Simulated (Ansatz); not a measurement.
**AlN: where the heat goes in a short trajectory**

All numbers below come from DFT PBEsol, scalar-relativistic, plane waves, PAW in Ansatz. Cutoff 420 eV, shifted (0.5, 0.5, 0.5 steps) 2×2×2 k-points, Fermi–Dirac smearing of 0.039 eV. The mesh is coarse. No spin polarisation.

16 atoms start on the lattice sites below (V = 168.3 Å³, 1.01 times the source cell's; static pressure -0.66 GPa, largest force component 0.02 eV/Å) with velocities drawn for 450 K; Langevin thermostat aiming at the same temperature, fixed cell, 150 steps of 2 fs.

```
CELL_PARAMETERS angstrom
-4.38250 4.38250 0.00000
-4.38250 0.00000 4.38250
0.00000 4.38250 4.38250
ATOMIC_POSITIONS crystal
Al 0.00000 0.00000 0.00000
Al 0.50000 0.00000 0.00000
Al 0.00000 0.50000 0.00000
Al 0.00000 0.00000 0.50000
Al 0.50000 0.50000 0.00000
Al 0.50000 0.00000 0.50000
Al 0.00000 0.50000 0.50000
Al 0.50000 0.50000 0.50000
N 0.62500 0.62500 0.12500
N 0.12500 0.62500 0.12500
N 0.62500 0.12500 0.12500
N 0.62500 0.62500 0.62500
N 0.12500 0.12500 0.12500
N 0.12500 0.62500 0.62500
N 0.62500 0.12500 0.62500
N 0.12500 0.12500 0.62500
```

| t (fs) | T (K) | kinetic energy (meV/atom) | potential energy over the first frame (meV/atom) | P with the kinetic part (GPa) |
| --- | --- | --- | --- | --- |
| 0.0 | 422 | 54.5 | 0.0 | -0.10 |
| 20.0 | 352 | 45.5 | 33.1 | 0.23 |
| 40.0 | 347 | 44.9 | 52.9 | 0.49 |
| 60.0 | 615 | 79.5 | 46.2 | 0.74 |
| 80.0 | 468 | 60.5 | 48.5 | 0.81 |
| 100.0 | 365 | 47.2 | 60.1 | 1.00 |
| 120.0 | 406 | 52.4 | 38.5 | 0.51 |
| 140.0 | 253 | 32.7 | 57.8 | 0.50 |
| 160.0 | 439 | 56.7 | 57.7 | 1.12 |
| 180.0 | 550 | 71.1 | 43.0 | 0.70 |
| 200.0 | 557 | 72.0 | 45.8 | 1.03 |
| 220.0 | 318 | 41.1 | 67.3 | 0.70 |
| 240.0 | 386 | 49.8 | 57.8 | 0.21 |
| 260.0 | 557 | 72.0 | 76.6 | 1.07 |
| 280.0 | 555 | 71.7 | 77.5 | 1.47 |
| 300.0 | 336 | 43.4 | 45.6 | 0.66 |

T counts 3N degrees of freedom. Means over every step of the second half, not only the rows shown: T = 473 K, kinetic energy 61.1 meV/atom, potential energy 57.5 meV/atom, P = 0.84 GPa.

Problem. Does the potential energy follow equipartition for harmonic vibrations?

Solution. In a harmonic crystal each vibration holds as much potential as kinetic energy on average; T is counted on all 3N degrees of freedom here, and the thermostat also drives the centre of mass, which has no potential energy, so the share is (N − 1)/N of the kinetic energy, 57.3 meV/atom. The run has 57.5, a ratio of 1.00. That is near one, as for a crystal vibrating about its sites. So short a run gives a rough mean.

Problem. Split the rise of pressure into the kinetic part and the rest. Can a thermal Grüneisen parameter be estimated?

Solution. The program counts the kinetic part as N k_B T/V = 0.62 GPa. The pressure lies 1.50 GPa over the static one in all, so the forces add 0.88 GPa. For a harmonic mode with ω ∝ V^(−γ) and an amplitude that scales with the cell, the forces add (2γ − 2/3)U/V, which needs no equipartition; when U equals the kinetic energy K, this and the kinetic part 2K/(3V) sum to the Mie–Grüneisen γE_th/V. With U = N × 57.5 meV, γ = 1/3 + V ΔP_forces/(2U) = 0.84, for harmonic vibrations a mean over the modes weighted by their potential energy, for uniform scaling of the cell (in a layered or otherwise anisotropic crystal this differs from γ under hydrostatic pressure). Most solids fall between 1 and 3, and tetrahedral, framework and layered ones often lower; anharmonic motion and pressure swings in a cell of 16 atoms make this value uncertain by tenths or more.